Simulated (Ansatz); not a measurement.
Al under strain

All numbers below come from DFT PBE+D3(BJ), scalar-relativistic, plane waves, PAW in Ansatz 0.2.0. Settings: 420 eV cutoff, 21×21×6 k-mesh, Gaussian smearing of 0.10 eV, no spin polarisation.

The relaxed crystal:

```
CELL_PARAMETERS angstrom
2.81478 0.00000 0.00000
-1.40739 2.43767 0.00000
0.00000 0.00000 9.24180
ATOMIC_POSITIONS crystal
Al 0.00000 0.00000 0.00000
Al 0.33333 0.66667 0.25000
Al 0.00000 0.00000 0.50000
Al 0.66667 0.33333 0.75000
```

Deformation: c alone is stretched, the rest of the cell is held and the atoms relax, all within the symmetry that the strain leaves. Energies are extrapolated to zero smearing. Stress is positive in compression, on the Cartesian axes of the cell above. On this cell's mesh the reference holds a stress of up to 0.19 GPa.

| strain (%) | ΔE (meV/atom) | a (Å) | b (Å) | c (Å) | σxx (GPa) | σyy (GPa) | σzz (GPa) |
| --- | --- | --- | --- | --- | --- | --- | --- |
| -3.0 | ? | 2.815 | 2.815 | 8.965 | ? | ? | ? |
| -2.0 | 3.7 | 2.815 | 2.815 | 9.057 | 0.86 | 0.86 | 3.66 |
| -1.0 | 0.9 | 2.815 | 2.815 | 9.149 | 0.36 | 0.36 | 1.84 |
| +0.0 | 0.0 | 2.815 | 2.815 | 9.242 | -0.13 | -0.13 | 0.19 |
| +1.0 | 0.5 | 2.815 | 2.815 | 9.334 | -0.63 | -0.63 | -1.21 |
| +2.0 | ? | 2.815 | 2.815 | 9.427 | ? | ? | ? |
| +3.0 | 5.9 | 2.815 | 2.815 | 9.519 | -1.27 | -1.27 | -4.10 |

Problem. Fill in the row at -3.0 %.

Solution. ΔE 8.2 meV/atom; σxx 1.56 GPa; σyy 1.56 GPa; σzz 5.29 GPa.

Problem. Fill in the row at +2.0 %.

Solution. ΔE 2.4 meV/atom; σxx -0.94 GPa; σyy -0.94 GPa; σzz -2.77 GPa.

This form isn't the element's structure at ambient conditions.